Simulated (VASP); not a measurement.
# La (P6_3/mmc) in VASP: a series of runs

The runs below take La through relaxation of cell and atoms, with PBEsol, LDA.

Program: VASP 6.6.1. These are calculated values, not measurements. Logs are shortened: lines on timing, memory, paths and dates and some standing lists are left out, and cuts for length are marked.

**1. The structure**

It takes space group P6_3/mmc (No. 194, hexagonal). The conventional cell has a = 3.796 Å, b = 3.796 Å, c = 12.041 Å, α = 90.00°, β = 90.00°, γ = 120.00°. La (site symmetry -3m) has 12 La at 3.72 to 3.80 Å as nearest neighbours. Around La (site symmetry -6m2) lie 12 La at 3.72 to 3.80 Å.

**2. Relaxation of cell and atoms, PBEsol**

INCAR

```
SYSTEM = La
PREC     = Accurate       ! precision mode
ENCUT    = 600            ! plane-wave cutoff, eV
EDIFF    = 1E-7           ! SCF threshold, eV
ISMEAR   = 0              ! smearing method
SIGMA    = 0.1            ! smearing width, eV
LREAL    = .FALSE.        ! projectors in reciprocal space
LASPH    = .TRUE.         ! aspherical terms in the spheres
NELM     = 60             ! most SCF steps
ALGO     = Fast           ! electronic algorithm
ISIF     = 3              ! what is computed and relaxed
LWAVE    = .FALSE.        ! write WAVECAR
LCHARG   = .FALSE.        ! write CHGCAR
GGA      = PS             ! functional
IBRION   = 2              ! ionic algorithm
NSW      = 90             ! ionic steps
EDIFFG   = -0.005         ! ionic threshold
```

KPOINTS

```
regular mesh
0
G
  12 12 4
  0 0 0
```

POSCAR

```
La
1.0
    3.7963115000      0.0000000000      0.0000000000
   -1.8981557500      3.2877022000      0.0000000000
    0.0000000000      0.0000000000     12.0412575300
La
4
Direct
    0.0000000000      0.0000000000      0.0000000000
    0.0000000000      0.0000000000      0.5000000000
    0.3333333300      0.6666666700      0.2500000000
    0.6666666700      0.3333333300      0.7500000000
```

Potentials or basis: VASP PAW PBE potentials, release 64 (La).

Launch:

```console
$ cat potpaw_PBE.64/La/POTCAR > POTCAR
$ mpirun -np 1 vasp_std > vasp.out
```

OUTCAR:

```text
SYSTEM = La
   PREC = Accurate
   ENCUT = 600
   EDIFF = 1E-7
   ISMEAR = 0
   LREAL = .FALSE.
   LASPH = .TRUE.
   NELM = 60
   ISIF = 3
   GGA = PS
   IBRION = 2
   NSW = 90
   EDIFFG = -0.005

 ion  position               nearest neighbor table
   1  0.000  0.000  0.000-
   2  0.000  0.000  0.500-
   3  0.333  0.667  0.250-
   4  0.667  0.333  0.750-

  LATTYP: Found a hexagonal cell.
 ALAT       =     3.7963115000
 C/A-ratio  =     3.1718307441

  Lattice vectors:

 A1 = (   3.7963115000,   0.0000000000,   0.0000000000)
 A2 = (  -1.8981557500,   3.2877022000,   0.0000000000)
 A3 = (   0.0000000000,   0.0000000000,  12.0412575300)

Analysis of symmetry for initial positions (statically):
=====================================================================
 Subroutine PRICEL returns:
 Original cell was already a primitive cell.

 Routine SETGRP: Setting up the symmetry group for a
 hexagonal supercell.

 Subroutine GETGRP returns: Found 24 space group operations
 (whereof 12 operations were pure point group operations)
 out of a pool of 24 trial point group operations.

The static configuration has the point symmetry D_3d.
 The point group associated with its full space group is D_6h.

Analysis of symmetry for dynamics (positions and initial velocities):
=====================================================================
 Subroutine PRICEL returns:
 Original cell was already a primitive cell.

 Routine SETGRP: Setting up the symmetry group for a
 hexagonal supercell.

 Subroutine GETGRP returns: Found 24 space group operations
 (whereof 12 operations were pure point group operations)
 out of a pool of 24 trial point group operations.

The dynamic configuration has the point symmetry D_3d.
 The point group associated with its full space group is D_6h.

 Subroutine INISYM returns: Found 24 space group operations
 (whereof 12 operations are pure point group operations),
 and found     1 'primitive' translations

----------------------------------------------------------------------------------------

                                     Primitive cell

  volume of cell :     150.2886

  direct lattice vectors                    reciprocal lattice vectors
     3.796311500  0.000000000  0.000000000     0.263413579  0.152081901  0.000000000
    -1.898155750  3.287702200  0.000000000     0.000000000  0.304163802  0.000000000
     0.000000000  0.000000000 12.041257530     0.000000000  0.000000000  0.083047804

  length of vectors
     3.796311500  3.796311500 12.041257530     0.304163802  0.304163802  0.083047804

  position of ions in fractional coordinates (direct lattice)
     0.000000000  0.000000000  0.000000000
     0.000000000  0.000000000  0.500000000
     0.333333330  0.666666670  0.250000000
     0.666666670  0.333333330  0.750000000

  ion indices of the primitive-cell ions
   primitive index   ion index
                 1           1
                 2           2
                 3           3
                 4           4

----------------------------------------------------------------------------------------

 KPOINTS: regular mesh

Automatic generation of k-mesh.
 Grid dimensions read from file:
 generate k-points for:   12   12    4

 Generating k-lattice:

  Cartesian coordinates                     Fractional coordinates (reciprocal lattice)
     0.021951132  0.012673492  0.000000000     0.083333333  0.000000000  0.000000000
     0.000000000  0.025346983  0.000000000     0.000000000  0.083333333  0.000000000
     0.000000000  0.000000000  0.020761951     0.000000000  0.000000000  0.250000000

  Length of vectors
     0.025346983  0.025346983  0.020761951

  Shift w.r.t. Gamma in fractional coordinates (k-lattice)
     0.000000000  0.000000000  0.000000000

 Subroutine IBZKPT returns following result:
 ===========================================

 Found     57 irreducible k-points:

 Following reciprocal coordinates:
            Coordinates               Weight
  0.000000  0.000000  0.000000      1.000000
  0.083333  0.000000  0.000000      6.000000
  0.166667  0.000000  0.000000      6.000000
  0.250000  0.000000  0.000000      6.000000
  0.333333  0.000000  0.000000      6.000000
  0.416667  0.000000  0.000000      6.000000
[... 16 lines left out ...]
  0.250000  0.000000  0.250000     12.000000
  0.333333  0.000000  0.250000     12.000000
 [... further k-points ...]
   k-points           NKPTS =     57   k-points in BZ     NKDIM =     57   number of bands    NBANDS=     26
   number of dos      NEDOS =    301   number of ions     NIONS =      4
   total plane-waves  NPLWV =  86400
   dimension x,y,z NGX =    30 NGY =   30 NGZ =   96
   dimension x,y,z NGXF=    60 NGYF=   60 NGZF=  192
   ions per type =               4
   NGX,Y,Z   is equivalent  to a cutoff of  13.14, 13.14, 13.25 a.u.
   NGXF,Y,Z  is equivalent  to a cutoff of  26.27, 26.27, 26.51 a.u.
 SYSTEM =  La
   PREC   = accura    normal or accurate (medium, high low for compatibility)
   ISTART =      0    job   : 0-new  1-cont  2-samecut
   ICHARG =      2    charge: 1-file 2-atom 10-const
   ISPIN  =      1    spin polarized calculation?
   LNONCOLLINEAR =      F non collinear calculations
   LSORBIT =      F    spin-orbit coupling
   LASPH  =      T    aspherical Exc in radial PAW
   ENCUT  =  600.0 eV  44.10 Ry    6.64 a.u.   7.58  7.58 24.05*2*pi/ulx,y,z
   NELM   =     60;   NELMIN=  2; NELMDL= -5     # of ELM steps
   EDIFF  = 0.1E-06   stopping-criterion for ELM
   LREAL  =      F    real-space projection
   EDIFFG = -.5E-02   stopping-criterion for IOM
   NSW    =     90    number of steps for IOM
   IBRION =      2    ionic relax: 0-MD 1-quasi-New 2-CG
   NFREE  =      1    steps in history (QN), initial steepest desc. (CG)
   ISIF   =      3    stress and relaxation
   ISYM   =      2    0-nonsym 1-usesym 2-fastsym
   POTIM  = 0.5000    time-step for ionic-motion
   TEBEG  =    0.0;   TEEND  =   0.0 temperature during run
   PSTRESS=    0.0 pullay stress
   NELECT =      44.0000    total number of electrons
   NUPDOWN=      -1.0000    fix difference up-down
   EMIN   =  10.00;   EMAX   =-10.00  energy-range for DOS
   EFERMI =   0.00;   METHOD = LEGACY
   ISMEAR =     0;   SIGMA  =   0.10  broadening in eV -4-tet -1-fermi 0-gaus
   EFERMI_NEDOS =   21; number of points for ismear=-14 and -15
   IALGO  =     68    algorithm
   IMIX   =      4    mixing-type and parameters
     AMIX     =   0.40;   BMIX     =  1.00
     AMIX_MAG =   1.60;   BMIX_MAG =  1.00
  volume/ion in A,a.u.               =      37.57       253.55
  Fermi-wavevector in a.u.,A,eV,Ry     =   1.087052  2.054230 16.077762  1.181682
  Thomas-Fermi vector in A             =   2.223203
   LORBIT       =      0    0 simple, 1 ext, 2 COOP (PROOUT), +10 PAW based schemes
   GGA     = PS    functional components
   LHFCALC =     F    Hartree Fock is set to
   AEXX    =    0.0000 exact exchange contribution
   IVDW    =     0    specifies the selected vdW correction
   LEPSILON=     F    determine dielectric tensor
   LRPA    =     F    only Hartree local field effects (RPA)
 conjugate gradient relaxation of ions
 non-spin polarized calculation
 RMM-DIIS sequential band-by-band and
 Gauss-broadening in eV      SIGMA  =   0.10
  energy-cutoff  :      600.00
  volume of cell :      150.29
 maximum number of plane-waves:      5059
   NGX = 15   NGY = 15   NGZ = 49

--------------------------------------- Ionic step        1  -------------------------------------------

 number of electron      44.0000000 magnetization

 Free energy of the ion-electron system (eV)
  ---------------------------------------------------
  ext. energy  EPLUGINS =         0.00000000
  ---------------------------------------------------
  free energy    TOTEN  =       -21.29177362 eV

  energy without entropy =      -21.25693222  energy(sigma->0) =      -21.27435292

------------------------ aborting loop EDIFF was not reached (unconverged)  ----------------------------

  FORCE on cell =-STRESS in cart. coord.  units (eV):
  Direction    XX          YY          ZZ          XY          YZ          ZX
  --------------------------------------------------------------------------------------
  -------------------------------------------------------------------------------------
  Total       -2.3634805     -2.3634805     -1.7889980      0.0000000      0.0000000      0.0000000
  in kB      -25.1962813    -25.1962814    -19.0719140      0.0000000      0.0000000      0.0000000
  external PRESSURE =     -23.1548256 kB  Pullay stress =       0.0000000 kB
[... 25 lines left out ...]
--------------------------------------- Ionic step        2  -------------------------------------------

 number of electron      44.0000004 magnetization

 E-fermi :   8.4217     XC(G=0):  -9.9652

 val. band max:        8.4206168020   @ k =   0.3333   0.1667   0.2500
 cond. band min:       8.4429166221   @ k =   0.2500   0.2500   0.2500
 fundamental gap:      0.0222998201
 Fermi energy:         8.4216868435

 k-point     1 :       0.0000    0.0000    0.0000
  band No.  band energies     occupation
      1     -24.3669      2.00000
      2     -24.2359      2.00000
      3     -24.2247      2.00000
      4     -24.0875      2.00000
      5      -8.8825      2.00000
      6      -8.0678      2.00000
[... 685 lines left out ...]
     25       9.4317      0.00000
     26       9.7460      0.00000

 [... further k-points ...]

------------------------ aborting loop EDIFF was not reached (unconverged)  ----------------------------

  FORCE on cell =-STRESS in cart. coord.  units (eV):
  Direction    XX          YY          ZZ          XY          YZ          ZX
  --------------------------------------------------------------------------------------
  -------------------------------------------------------------------------------------
  Total       -0.5149728     -0.5149728     -0.2065386      0.0000000      0.0000000      0.0000000
  in kB       -5.9451231     -5.9451231     -2.3843922      0.0000000      0.0000000      0.0000000
  external PRESSURE =      -4.7582128 kB  Pullay stress =       0.0000000 kB
[... 215 lines left out ...]
--------------------------------------- Ionic step        8  -------------------------------------------

 number of electron      44.0000008 magnetization

 Free energy of the ion-electron system (eV)
  ---------------------------------------------------
  ext. energy  EPLUGINS =         0.00000000
  ---------------------------------------------------
  free energy    TOTEN  =       -21.40280356 eV

  energy without entropy =      -21.37111521  energy(sigma->0) =      -21.38695939

 E-fermi :   8.6105     XC(G=0): -10.0426

 val. band max:        8.6093128375   @ k =   0.3333   0.3333   0.5000
 cond. band min:       8.6295273964   @ k =   0.2500   0.0833   0.2500
 fundamental gap:      0.0202145589
 Fermi energy:         8.6104703656

 k-point     1 :       0.0000    0.0000    0.0000
  band No.  band energies     occupation
      1     -24.1612      2.00000
      2     -24.0239      2.00000
      3     -24.0128      2.00000
      4     -23.8688      2.00000
      5      -8.7122      2.00000
      6      -7.8662      2.00000
[... 685 lines left out ...]
     25       9.6664      0.00000
     26       9.8830      0.00000

 [... further k-points ...]

------------------------ aborting loop because EDIFF is reached ----------------------------------------

  FORCE on cell =-STRESS in cart. coord.  units (eV):
  Direction    XX          YY          ZZ          XY          YZ          ZX
  --------------------------------------------------------------------------------------
  -------------------------------------------------------------------------------------
  Total        0.0019284      0.0019284      0.0060160      0.0000000      0.0000000      0.0000000
  in kB        0.0226748      0.0226748      0.0707378      0.0000000      0.0000000      0.0000000
  external PRESSURE =       0.0386958 kB  Pullay stress =       0.0000000 kB
[... 19 lines left out ...]
  FREE ENERGIE OF THE ION-ELECTRON SYSTEM (eV)
  ---------------------------------------------------
  free  energy   TOTEN  =       -21.4028035634 eV

  energy  without entropy=      -21.3711152140  energy(sigma->0) =      -21.38695939

 reached required accuracy - stopping structural energy minimisation
```

Wall time 76 min (1 thread of Intel Xeon Platinum 8375C at 2.90GHz (Ice Lake), shared host); peak memory 0.48 GiB.

Results:

```
Free energy                            : -21.4028 eV
Relaxed volume                         : 34.07 Å³/atom
Relaxed cell                           : a = 3.657 Å, b = 3.657 Å, c = 11.763 Å, α = 90.00°, β = 90.00°, γ = 120.00°
Space group after relaxing (to 0.05 Å) : P6_3/mmc (No. 194)
Energy gained by relaxing              : 27.8 meV/atom
Ionic steps                            : 8
Pressure after relaxing                : 0.0 GPa
Band gap on the k mesh                 : none (metal or under the smearing width)
```

Step by step:
```tsv
step	energy change (eV)	largest force (eV/Å)	pressure (GPa)	volume (Å³)
1	0.0000	0.0000	-2.32	150.29
2	-0.1067	0.0000	-0.48	138.78
3	-0.1106	0.0000	0.00	136.46
4	-0.1106	0.0000	0.03	136.19
5	-0.1110	0.0000	0.02	136.23
6	-0.1110	0.0000	0.01	136.25
7	-0.1110	0.0000	-0.02	136.27
8	-0.1110	0.0000	0.00	136.26
```

Final structure:
```
La
1.0
     3.65725    0.00000    0.00000
    -1.82862    3.16727    0.00000
     0.00000    0.00000   11.76335
La
4
Direct
  0.00000 0.00000 0.00000
  0.00000 0.00000 0.50000
  0.33333 0.66667 0.25000
  0.66667 0.33333 0.75000
```

Caveat: the PAW data sets were made with another functional, which shifts forces and pressure a little. Spin-orbit coupling is left out, which matters for the levels of La.

**3. Relaxation of cell and atoms, LDA**

INCAR: that of step 2 with these lines changed.

```diff
@@ -13,3 +13,3 @@
 LCHARG   = .FALSE.        ! write CHGCAR
-GGA      = PS             ! functional
+GGA      = CA             ! functional
 IBRION   = 2              ! ionic algorithm
```

KPOINTS is that of step 2.

POSCAR is that of step 2.

Potentials or basis: VASP PAW LDA potentials, release 64 (La).

Launch:

```console
$ cat potpaw_LDA.64/La/POTCAR > POTCAR
$ mpirun -np 1 vasp_std > vasp.out
```

Run time: 82 min. Hardware: 1 thread of Intel Xeon Platinum 8375C at 2.90GHz (Ice Lake), shared host; peak memory 0.42 GiB.

The run converged. Its results:

* Free energy: -22.3470 eV
* Relaxed volume: 32.12 Å³/atom
* Relaxed cell: a = 3.588 Å, b = 3.588 Å, c = 11.524 Å, α = 90.00°, β = 90.00°, γ = 120.00°
* Space group after relaxing (to 0.05 Å): P6_3/mmc (No. 194)
* Energy gained by relaxing: 69.8 meV/atom
* Ionic steps: 19
* Pressure after relaxing: 0.0 GPa
* Band gap on the k mesh: none (metal or under the smearing width)

Step by step:
```csv
step,energy change (eV),largest force (eV/Å),pressure (GPa),volume (Å³)
1,0.0000,0.0000,-3.73,150.29
2,-0.2704,0.0000,-0.71,132.06
3,-0.2788,0.0000,-0.12,129.13
4,-0.2790,0.0000,0.01,128.50
5,-0.2793,0.0000,0.02,128.52
6,-0.2794,0.0000,-0.02,128.53
7,-0.2794,0.0000,-0.01,128.53
8,-0.2794,0.0000,-0.03,128.53
9,-0.2793,0.0000,0.02,128.40
10,-0.2794,0.0000,0.04,128.46
11,-0.2794,0.0000,-0.03,128.49
12,-0.2794,0.0000,0.04,128.48
13,-0.2794,0.0000,0.02,128.49
14,-0.2794,0.0000,0.01,128.49
15,-0.2794,0.0000,0.02,128.49
16,-0.2794,0.0000,-0.01,128.49
17,-0.2793,0.0000,0.03,128.42
18,-0.2794,0.0000,0.05,128.47
19,-0.2794,0.0000,0.00,128.48
```

Final structure:
```
La
1.0
     3.58810    0.00000    0.00000
    -1.79405    3.10738    0.00000
     0.00000    0.00000   11.52362
La
4
Cartesian
  0.0000 0.0000 0.0000
  0.0000 0.0000 5.7618
  0.0000 2.0716 2.8809
  1.7940 1.0358 8.6427
```

Levels at points of the mesh, in eV from the Fermi level:
```csv
k point,band 18,band 19,band 20,band 21,band 22,band 23,band 24,band 25,band 26
"(0.00, 0.00, 0.00)",-1.96,-1.72,-1.70,0.60,0.77,1.22,1.23,1.25,1.25
"(0.50, 0.00, 0.00)",-2.15,-1.85,-1.29,-0.86,-0.29,-0.23,0.47,1.14,1.17
"(0.00, 0.00, 0.50)",-2.51,-1.81,-1.81,0.70,0.70,1.30,1.30,1.32,1.32
"(0.50, 0.00, 0.50)",-1.97,-1.54,-1.54,-1.33,-1.33,0.61,0.61,1.36,1.36
```
